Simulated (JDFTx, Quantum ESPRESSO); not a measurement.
Equation of state of CdS under r2SCAN

Symmetry: F-43m, No. 216, cubic system. Conventional cell: a = 5.833 Å, b = 5.833 Å, c = 5.833 Å, α = 90.00°, β = 90.00°, γ = 90.00°. Cd (site symmetry -43m) has 4 S at 2.53 Å as nearest neighbours. Around S (site symmetry -43m) lie 4 Cd at 2.53 Å.

The cell was scaled at fixed shape and fractions and run with JDFTx, SG15-PBE-1.2 with smoothed tails, cutoff 1088 eV; r2SCAN, k mesh 6 × 6 × 6 on the cell of 2 atoms, fermi-dirac occupations of 0.05 eV, no spin polarisation, no spin-orbit coupling. The potentials were made for PBE. Energies are those that the program minimises, any entropy of the smearing included.

```tsv
V (Å³/atom)	energy over the lowest row (meV/atom)
23.3192	36.23
23.8154	19.92
24.3115	?
24.8077	2.31
25.3038	0.00
25.8000	1.43
26.2961	6.22
```

Problem. Fit the third-order Birch-Murnaghan form, give V0, B0 and B′, and predict the energy left open.

Solution. With y = (V0/V)^(2/3), E = E0 + (9 V0 B0/16) [(y - 1)³ B′ + (y - 1)² (6 - 4y)]. Least squares through the rows shown give V0 = 25.3537 Å³/atom, E0 = -0.02 meV, B0 = 61.03 GPa (1 eV/Å³ = 160.218 GPa) and B′ = 4.50, with a largest miss of 0.00 meV. At V = 24.3115 the form with these constants gives 8.79 meV; the run gave 8.79 meV an atom. Other set-ups at this level, from all their volumes (Å³/atom, GPa): Quantum ESPRESSO, SG15 PBE 1.2 (made for PBE): V0 25.360, B0 61.16. Measured volume: 24.71 Å³/atom at 300 K (a printed reference work), so the fit lies +2.6 % from it. The runs are for a static lattice.
